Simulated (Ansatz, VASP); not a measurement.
HfB2: VASP beside Ansatz

```
CELL_PARAMETERS angstrom
3.13592 0.00000 0.00000
-1.56796 2.71579 0.00000
0.00000 0.00000 3.48083
ATOMIC_POSITIONS crystal
Hf 0.00000 0.00000 0.00000
B 0.33333 0.66667 0.50000
B 0.66667 0.33333 0.50000
```

Alike in both runs: task single point; functional r2SCAN; k mesh 15 × 15 × 12; occupations gaussian, width 0.1 eV; no spin polarisation.

|  | VASP | Ansatz |
| --- | --- | --- |
| version | VASP 6.6.1 | Ansatz 0.2.0 |
| potentials or method | VASP PAW PBE potentials, release 64 (Hf_pv, B) | scalar-relativistic, plane waves, PAW |
| plane-wave cutoff (eV) | 520 | 500 |
| valence electrons in the cell | 16 | 32 |

```csv
,VASP,Ansatz,Ansatz less VASP
gap on the k mesh at the Fermi level (eV),none,none,-
pressure (GPa),-0.6,0.0,+0.61
largest component of the traceless stress (GPa),0.08,0.02,-0.058
```

A gap of «none» marks a metal or a gap that the smearing closes. The two sets of potentials don't hold the same shells in valence.

Caveats: the PAW data sets were made with another functional, which shifts forces and pressure a little (VASP). The runs have no spin-orbit coupling, so splittings on Hf are missing.
